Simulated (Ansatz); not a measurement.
A run of Ansatz 0.2.0:

input.yaml

```yaml
crystal:
  lattice:
    - [-1.805, 1.805, 1.805]
    - [1.805, -1.805, 1.805]
    - [1.805, 1.805, -1.805]
  atoms:
    - { symbol: Hf, position: [0.0, 0.0, 0.0] }
hamiltonian:
  xc: rpbe
  pseudopotentials: { kind: paw }
  dispersion: d3bj
kpoints:
  mp_grid: { grid: [10, 10, 10] }
scf:
  occupations: { method: fermi_dirac, width: 0.05 }
output:
  forces: true
  stress: true
  eigenvalues: true
relax:
  f_tol: 0.01
  max_steps: 40
  cell: { stress_tol: 0.05 }
```

Potentials or basis: Ansatz PAW.

Launch:

```bash
$ ansatz run input.yaml --threads 2 --pin off --max-ram 5632MiB --backend cpu --events-out ev --progress --plain --runs-dir out
```

Hardware: 2 threads of Arm Neoverse V1 (shared host).

Question: Estimate the wall time of this run.

Answer: Run time: 4.9 s on 2 threads of Arm Neoverse V1 (shared host), peak memory 0.3 GiB. Counts: scf iterations 33, plane waves 321, k points 47, bands 17, ion steps 6.
